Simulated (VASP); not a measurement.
# Pt (Fm-3m) in VASP: notebook

One crystal, Pt, is run at these levels: r2SCAN+rVV10, PBE+D3(BJ), RPBE; tasks: band structure.

Program: VASP 6.6.1. These are calculated values, not measurements. Logs are shortened: lines on timing, memory, paths and dates and some standing lists are left out, and cuts for length are marked.

### Step 1. The crystal as given

It takes space group Fm-3m (No. 225, cubic). The conventional cell has a = 3.934 Å, b = 3.934 Å, c = 3.934 Å, α = 90.00°, β = 90.00°, γ = 90.00°. Around Pt (site symmetry m-3m) lie 12 Pt at 2.78 Å.

### Step 2. Band structure, r2SCAN+rVV10

File INCAR:

```
SYSTEM = Pt
PREC = Accurate ; ENCUT = 520
EDIFF = 1E-6 ; ISMEAR = 1
SIGMA = 0.1 ; LREAL = .False.
LASPH = .True. ; NELM = 80
ALGO = Normal ; ISIF = 2
LWAVE = .False. ; LCHARG = .False.
LMAXMIX = 4 ; METAGGA = R2SCAN
LMIXTAU = .True. ; LUSE_VDW = .True.
IVDW_NL = 2 ; BPARAM = 11.95
CPARAM = 0.0093 ; NBANDS = 11
ICORELEVEL = 1
```

File KPOINTS:

```
regular mesh
0
Gamma
  16 16 16
  0 0 0
```

File POSCAR:

```
Pt                                      
1.0
    0.0000000000      1.9668715351      1.9668715351
    1.9668715351      0.0000000000      1.9668715351
    1.9668715351      1.9668715351      0.0000000000
  Pt            
     1
Direct
     0.0000000000000000    0.0000000000000000    0.0000000000000000
```

File KPOINTS_OPT:

```
explicit points
106
Reciprocal
 0.0000000000  0.0000000000  0.0000000000 1
 0.0555555556  0.0000000000  0.0555555556 1
 0.1111111111  0.0000000000  0.1111111111 1
 0.1666666667  0.0000000000  0.1666666667 1
 0.2222222222  0.0000000000  0.2222222222 1
 0.2777777778  0.0000000000  0.2777777778 1
 0.3333333333  0.0000000000  0.3333333333 1
 0.3888888889  0.0000000000  0.3888888889 1
 0.4444444444  0.0000000000  0.4444444444 1
 0.5000000000  0.0000000000  0.5000000000 1
 0.5000000000  0.0000000000  0.5000000000 1
 0.5000000000  0.0277777778  0.5277777778 1
 0.5000000000  0.0555555556  0.5555555556 1
 0.5000000000  0.0833333333  0.5833333333 1
 0.5000000000  0.1111111111  0.6111111111 1
 0.5000000000  0.1388888889  0.6388888889 1
 0.5000000000  0.1666666667  0.6666666667 1
 0.5000000000  0.1944444444  0.6944444444 1
 0.5000000000  0.2222222222  0.7222222222 1
 0.5000000000  0.2500000000  0.7500000000 1
 0.5000000000  0.2500000000  0.7500000000 1
 0.4861111111  0.2638888889  0.7500000000 1
 0.4722222222  0.2777777778  0.7500000000 1
 0.4583333333  0.2916666667  0.7500000000 1
 0.4444444444  0.3055555556  0.7500000000 1
 0.4305555556  0.3194444444  0.7500000000 1
 0.4166666667  0.3333333333  0.7500000000 1
 0.4027777778  0.3472222222  0.7500000000 1
 0.3888888889  0.3611111111  0.7500000000 1
 0.3750000000  0.3750000000  0.7500000000 1
 0.3750000000  0.3750000000  0.7500000000 1
 0.3333333333  0.3333333333  0.6666666667 1
 0.2916666667  0.2916666667  0.5833333333 1
 0.2500000000  0.2500000000  0.5000000000 1
 0.2083333333  0.2083333333  0.4166666667 1
 0.1666666667  0.1666666667  0.3333333333 1
 0.1250000000  0.1250000000  0.2500000000 1
 0.0833333333  0.0833333333  0.1666666667 1
 0.0416666667  0.0416666667  0.0833333333 1
 0.0000000000  0.0000000000  0.0000000000 1
 0.0000000000  0.0000000000  0.0000000000 1
 0.0555555556  0.0555555556  0.0555555556 1
 0.1111111111  0.1111111111  0.1111111111 1
 0.1666666667  0.1666666667  0.1666666667 1
 0.2222222222  0.2222222222  0.2222222222 1
 0.2777777778  0.2777777778  0.2777777778 1
 0.3333333333  0.3333333333  0.3333333333 1
 0.3888888889  0.3888888889  0.3888888889 1
 0.4444444444  0.4444444444  0.4444444444 1
 0.5000000000  0.5000000000  0.5000000000 1
 0.5000000000  0.5000000000  0.5000000000 1
 0.5138888889  0.4722222222  0.5138888889 1
 0.5277777778  0.4444444444  0.5277777778 1
 0.5416666667  0.4166666667  0.5416666667 1
 0.5555555556  0.3888888889  0.5555555556 1
 0.5694444444  0.3611111111  0.5694444444 1
 0.5833333333  0.3333333333  0.5833333333 1
 0.5972222222  0.3055555556  0.5972222222 1
 0.6111111111  0.2777777778  0.6111111111 1
 0.6250000000  0.2500000000  0.6250000000 1
 0.6250000000  0.2500000000  0.6250000000 1
 0.6111111111  0.2500000000  0.6388888889 1
 0.5972222222  0.2500000000  0.6527777778 1
 0.5833333333  0.2500000000  0.6666666667 1
 0.5694444444  0.2500000000  0.6805555556 1
 0.5555555556  0.2500000000  0.6944444444 1
 0.5416666667  0.2500000000  0.7083333333 1
 0.5277777778  0.2500000000  0.7222222222 1
 0.5138888889  0.2500000000  0.7361111111 1
 0.5000000000  0.2500000000  0.7500000000 1
 0.5000000000  0.2500000000  0.7500000000 1
 0.5000000000  0.2777777778  0.7222222222 1
 0.5000000000  0.3055555556  0.6944444444 1
 0.5000000000  0.3333333333  0.6666666667 1
 0.5000000000  0.3611111111  0.6388888889 1
 0.5000000000  0.3888888889  0.6111111111 1
 0.5000000000  0.4166666667  0.5833333333 1
 0.5000000000  0.4444444444  0.5555555556 1
 0.5000000000  0.4722222222  0.5277777778 1
 0.5000000000  0.5000000000  0.5000000000 1
 0.5000000000  0.5000000000  0.5000000000 1
 0.4861111111  0.4861111111  0.5277777778 1
 0.4722222222  0.4722222222  0.5555555556 1
 0.4583333333  0.4583333333  0.5833333333 1
 0.4444444444  0.4444444444  0.6111111111 1
 0.4305555556  0.4305555556  0.6388888889 1
 0.4166666667  0.4166666667  0.6666666667 1
 0.4027777778  0.4027777778  0.6944444444 1
 0.3888888889  0.3888888889  0.7222222222 1
 0.3750000000  0.3750000000  0.7500000000 1
 0.6250000000  0.2500000000  0.6250000000 1
 0.6111111111  0.2222222222  0.6111111111 1
 0.5972222222  0.1944444444  0.5972222222 1
 0.5833333333  0.1666666667  0.5833333333 1
 0.5694444444  0.1388888889  0.5694444444 1
 0.5555555556  0.1111111111  0.5555555556 1
 0.5416666667  0.0833333333  0.5416666667 1
 0.5277777778  0.0555555556  0.5277777778 1
 0.5138888889  0.0277777778  0.5138888889 1
 0.5000000000  0.0000000000  0.5000000000 1
 0.0000000000  0.0000000000  0.0000000000 1
 0.3750000000  0.3750000000  0.7500000000 1
 0.5000000000  0.5000000000  0.5000000000 1
 0.6250000000  0.2500000000  0.6250000000 1
 0.5000000000  0.2500000000  0.7500000000 1
 0.5000000000  0.0000000000  0.5000000000 1
```

Potentials or basis: VASP PAW PBE potentials, release 64 (Pt).

Launch:

```
cat potpaw_PBE.64/Pt/POTCAR > POTCAR
mpirun -np 1 vasp_std > vasp.out
```

OUTCAR:

```text
SYSTEM = Pt
   PREC = Accurate
   ENCUT = 520
   EDIFF = 1E-6
   ISMEAR = 1
   LREAL = .False.
   LASPH = .True.
   NELM = 80
   ISIF = 2
   METAGGA = R2SCAN
   IVDW_NL = 2
   BPARAM = 11.95

 ion  position               nearest neighbor table
   1  0.000  0.000  0.000-

  LATTYP: Found a face centered cubic cell.
 ALAT       =     3.9337430702

  Lattice vectors:

 A1 = (   0.0000000000,   1.9668715351,   1.9668715351)
 A2 = (   1.9668715351,   0.0000000000,   1.9668715351)
 A3 = (   1.9668715351,   1.9668715351,   0.0000000000)

Analysis of symmetry for initial positions (statically):
=====================================================================
 Subroutine PRICEL returns:
 Original cell was already a primitive cell.

 Routine SETGRP: Setting up the symmetry group for a
 face centered cubic supercell.

 Subroutine GETGRP returns: Found 48 space group operations
 (whereof 48 operations were pure point group operations)
 out of a pool of 48 trial point group operations.

The static configuration has the point symmetry O_h .

Analysis of symmetry for dynamics (positions and initial velocities):
=====================================================================
 Subroutine PRICEL returns:
 Original cell was already a primitive cell.

 Routine SETGRP: Setting up the symmetry group for a
 face centered cubic supercell.

 Subroutine GETGRP returns: Found 48 space group operations
 (whereof 48 operations were pure point group operations)
 out of a pool of 48 trial point group operations.

The dynamic configuration has the point symmetry O_h .

 Subroutine INISYM returns: Found 48 space group operations
 (whereof 48 operations are pure point group operations),
 and found     1 'primitive' translations

----------------------------------------------------------------------------------------

                                     Primitive cell

  volume of cell :      15.2180

  direct lattice vectors                    reciprocal lattice vectors
     0.000000000  1.966871535  1.966871535    -0.254210807  0.254210807  0.254210807
     1.966871535  0.000000000  1.966871535     0.254210807 -0.254210807  0.254210807
     1.966871535  1.966871535  0.000000000     0.254210807  0.254210807 -0.254210807

  length of vectors
     2.781576400  2.781576400  2.781576400     0.440306033  0.440306033  0.440306033

  position of ions in fractional coordinates (direct lattice)
     0.000000000  0.000000000  0.000000000

  ion indices of the primitive-cell ions
   primitive index   ion index
                 1           1

----------------------------------------------------------------------------------------

 KPOINTS: regular mesh

Automatic generation of k-mesh.
 Grid dimensions read from file:
 generate k-points for:   16   16   16

 Generating k-lattice:

  Cartesian coordinates                     Fractional coordinates (reciprocal lattice)
    -0.015888175  0.015888175  0.015888175     0.062500000  0.000000000  0.000000000
     0.015888175 -0.015888175  0.015888175     0.000000000  0.062500000  0.000000000
     0.015888175  0.015888175 -0.015888175     0.000000000  0.000000000  0.062500000

  Length of vectors
     0.027519127  0.027519127  0.027519127

  Shift w.r.t. Gamma in fractional coordinates (k-lattice)
     0.000000000  0.000000000  0.000000000

 Subroutine IBZKPT returns following result:
 ===========================================

 Found    145 irreducible k-points:

 Following reciprocal coordinates:
            Coordinates               Weight
  0.000000  0.000000  0.000000      1.000000
  0.062500  0.000000  0.000000      8.000000
  0.125000  0.000000  0.000000      8.000000
  0.187500  0.000000  0.000000      8.000000
  0.250000  0.000000  0.000000      8.000000
  0.312500  0.000000  0.000000      8.000000
[... 16 lines left out ...]
 -0.125000  0.062500  0.000000     24.000000
 -0.062500  0.062500  0.000000     12.000000
 [... further k-points ...]
   k-points           NKPTS =    145   k-points in BZ     NKDIM =    145   number of bands    NBANDS=     11
   number of dos      NEDOS =    301   number of ions     NIONS =      1
   total plane-waves  NPLWV =  13824
   dimension x,y,z NGX =    24 NGY =   24 NGZ =   24
   dimension x,y,z NGXF=    48 NGYF=   48 NGZF=   48
   ions per type =               1
   NGX,Y,Z   is equivalent  to a cutoff of  14.34, 14.34, 14.34 a.u.
   NGXF,Y,Z  is equivalent  to a cutoff of  28.69, 28.69, 28.69 a.u.
 SYSTEM =  Pt
   PREC   = accura    normal or accurate (medium, high low for compatibility)
   ISTART =      0    job   : 0-new  1-cont  2-samecut
   ICHARG =      2    charge: 1-file 2-atom 10-const
   ISPIN  =      1    spin polarized calculation?
   LNONCOLLINEAR =      F non collinear calculations
   LSORBIT =      F    spin-orbit coupling
   LASPH  =      T    aspherical Exc in radial PAW
   ENCUT  =  520.0 eV  38.22 Ry    6.18 a.u.   5.17  5.17  5.17*2*pi/ulx,y,z
   NELM   =     80;   NELMIN=  2; NELMDL= -5     # of ELM steps
   EDIFF  = 0.1E-05   stopping-criterion for ELM
   LREAL  =      F    real-space projection
   EDIFFG = 0.1E-04   stopping-criterion for IOM
   NSW    =      0    number of steps for IOM
   IBRION =     -1    ionic relax: 0-MD 1-quasi-New 2-CG
   NFREE  =      0    steps in history (QN), initial steepest desc. (CG)
   ISIF   =      2    stress and relaxation
   ISYM   =      2    0-nonsym 1-usesym 2-fastsym
   POTIM  = 0.5000    time-step for ionic-motion
   TEBEG  =    0.0;   TEEND  =   0.0 temperature during run
   PSTRESS=    0.0 pullay stress
   NELECT =      10.0000    total number of electrons
   NUPDOWN=      -1.0000    fix difference up-down
   EMIN   =  10.00;   EMAX   =-10.00  energy-range for DOS
   EFERMI =   0.00;   METHOD = LEGACY
   ISMEAR =     1;   SIGMA  =   0.10  broadening in eV -4-tet -1-fermi 0-gaus
   EFERMI_NEDOS =   21; number of points for ismear=-14 and -15
   IALGO  =     38    algorithm
   IMIX   =      4    mixing-type and parameters
     AMIX     =   0.40;   BMIX     =  1.00
     AMIX_MAG =   1.60;   BMIX_MAG =  1.00
  volume/ion in A,a.u.               =      15.22       102.70
  Fermi-wavevector in a.u.,A,eV,Ry     =   1.423275  2.689600 27.561483  2.025712
  Thomas-Fermi vector in A             =   2.543890
   LORBIT       =      0    0 simple, 1 ext, 2 COOP (PROOUT), +10 PAW based schemes
   METAGGA = R2SCAN    functional components
   LHFCALC =     F    Hartree Fock is set to
   AEXX    =    0.0000 exact exchange contribution
   IVDW_NL    =     2    kernel type
   BPARAM     =11.9500
   IVDW    =     0    specifies the selected vdW correction
   LEPSILON=     F    determine dielectric tensor
   LRPA    =     F    only Hartree local field effects (RPA)
 non-spin polarized calculation
 Methfessel and Paxton  Order N= 1 SIGMA  =   0.10
  energy-cutoff  :      520.00
  volume of cell :       15.22
 maximum number of plane-waves:       423
 NGX is ok and might be reduce to    24
   NGX = 11   NGY = 11   NGZ = 11

 number of electron      10.0000000 magnetization

 Free energy of the ion-electron system (eV)
  ---------------------------------------------------
  ext. energy  EPLUGINS =         0.00000000
  ---------------------------------------------------
  free energy    TOTEN  =       -51.34551881 eV

  energy without entropy =      -51.34458306  energy(sigma->0) =      -51.34520689

 the core state eigenenergies are
   1-  1s -78596.4316  2s -13838.4474  2p -11999.4611  3s  -3259.9431  3p  -2722.8682
       3d  -2142.2095  4s   -701.8007  4p   -524.6643  4d   -309.2218  4f    -69.4327
       5s    -94.1401  5p    -47.2824

 E-fermi :  10.8044     XC(G=0): -14.5983

 val. band max:       10.7903555401   @ k =  -0.2500   0.1250   0.0000
 cond. band min:      10.8117621577   @ k =  -0.3750   0.3750   0.0625
 fundamental gap:      0.0214066176
 Fermi energy:        10.8043780041

 k-point     1 :       0.0000    0.0000    0.0000
  band No.  band energies     occupation
      1       0.4213      2.00000
      2       6.9699      2.00000
      3       6.9699      2.00000
      4       6.9699      2.00000
      5       9.1052      2.00000
      6       9.1052      2.00000
      7      26.3238      0.00000
      8      31.4396      0.00000
      9      31.4396      0.00000
     10      31.4396      0.00000
     11      37.2717      0.00000
[... 267 lines left out ...]
 k-point    21 :      -0.2500    0.0625    0.0000
  band No.  band energies     occupation
      1       2.8868      2.00000
      2       6.5888      2.00000
      3       7.2976      2.00000
      4       7.3945      2.00000
      5       9.0949      2.00000
      6       9.9302      2.00000

------------------------ aborting loop because EDIFF is reached ----------------------------------------

  FORCE on cell =-STRESS in cart. coord.  units (eV):
  Direction    XX          YY          ZZ          XY          YZ          ZX
  --------------------------------------------------------------------------------------
  -------------------------------------------------------------------------------------
  Total       -0.0035206     -0.0035206     -0.0035206      0.0000000      0.0000000      0.0000000
  in kB       -0.3706579     -0.3706579     -0.3706579      0.0000000      0.0000000      0.0000000
  external PRESSURE =      -0.3706579 kB  Pullay stress =       0.0000000 kB

 VOLUME and BASIS-vectors are now :
 -----------------------------------------------------------------------------
  energy-cutoff  :      520.00
  volume of cell :       15.22
      direct lattice vectors                 reciprocal lattice vectors
     0.000000000  1.966871535  1.966871535    -0.254210807  0.254210807  0.254210807
     1.966871535  0.000000000  1.966871535     0.254210807 -0.254210807  0.254210807
     1.966871535  1.966871535  0.000000000     0.254210807  0.254210807 -0.254210807

 POSITION                                       TOTAL-FORCE (eV/Angst)
 -----------------------------------------------------------------------------------
      0.00000      0.00000      0.00000        -0.000000      0.000000      0.000000
 -----------------------------------------------------------------------------------
    total drift:                               -0.000000      0.000000      0.000000

  FREE ENERGIE OF THE ION-ELECTRON SYSTEM (eV)
  ---------------------------------------------------
  free  energy   TOTEN  =       -51.3455188108 eV

  energy  without entropy=      -51.3445830590  energy(sigma->0) =      -51.34520689
```

It took 54 s on 1 thread of Intel Xeon 6975P-C (Granite Rapids), shared host; peak memory 0.22 GiB.

What came out:

```yaml
Free_energy: -51.3455 eV
Pressure: 0.0 GPa
Band_gap_along_the_path: none (metal or under the smearing width)
```

Levels at the corners of the path, in eV from the Fermi level:
```tsv
point	band 1	band 2	band 3	band 4	band 5	band 6	band 7	band 8	band 9	band 10
Γ	-10.38	-3.83	-3.83	-3.83	-1.70	-1.70	15.52	20.64	20.64	20.64
X	-7.18	-6.74	-0.03	0.54	0.54	1.97	9.27	12.00	12.00	21.18
X	-7.18	-6.74	-0.03	0.54	0.54	1.97	9.27	12.00	12.00	21.18
W	-5.73	-4.62	-4.62	-2.05	0.55	7.50	8.67	8.67	12.63	25.66
W	-5.73	-4.62	-4.62	-2.05	0.55	7.50	8.67	8.67	12.63	25.66
K	-6.37	-5.54	-2.87	-1.37	-0.13	6.10	7.03	10.57	15.36	20.97
K	-6.37	-5.54	-2.87	-1.37	-0.13	6.10	7.03	10.57	15.36	20.97
Γ	-10.38	-3.83	-3.83	-3.83	-1.70	-1.70	15.52	20.64	20.64	20.64
Γ	-10.38	-3.83	-3.83	-3.83	-1.70	-1.70	15.52	20.64	20.64	20.64
L	-7.46	-3.93	-3.93	-0.26	0.05	0.05	6.11	15.16	19.91	19.91
L	-7.46	-3.93	-3.93	-0.26	0.05	0.05	6.11	15.16	19.91	19.91
U	-6.37	-5.54	-2.87	-1.37	-0.13	6.10	7.03	10.57	15.36	20.97
U	-6.37	-5.54	-2.87	-1.37	-0.13	6.10	7.03	10.57	15.36	20.97
W	-5.73	-4.62	-4.62	-2.05	0.55	7.50	8.67	8.67	12.63	25.66
W	-5.73	-4.62	-4.62	-2.05	0.55	7.50	8.67	8.67	12.63	25.66
L	-7.46	-3.93	-3.93	-0.26	0.05	0.05	6.11	15.16	19.91	19.91
L	-7.46	-3.93	-3.93	-0.26	0.05	0.05	6.11	15.16	19.91	19.91
K	-6.37	-5.54	-2.87	-1.37	-0.13	6.10	7.03	10.57	15.36	20.97
U	-6.37	-5.54	-2.87	-1.37	-0.13	6.10	7.03	10.57	15.36	20.97
X	-7.18	-6.74	-0.03	0.54	0.54	1.97	9.27	12.00	12.00	21.18
```

Core levels (eV, on the scale of the bands):
| atom | levels |
| --- | --- |
| 1 Pt | 1s -78596.4, 2s -13838.4, 2p -11999.5, 3s -3259.9, 3p -2722.9, 3d -2142.2, 4s -701.8, 4p -524.7, 4d -309.2, 4f -69.4, 5s -94.1, 5p -47.3 |

Caveat: the PAW data sets were made with another functional, which shifts forces and pressure a little; spin-orbit coupling is left out, which moves the levels of the heavy elements; pairwise dispersion overbinds metals, which lowers pressure and volume.

(Part 1 of 2 ends here.)
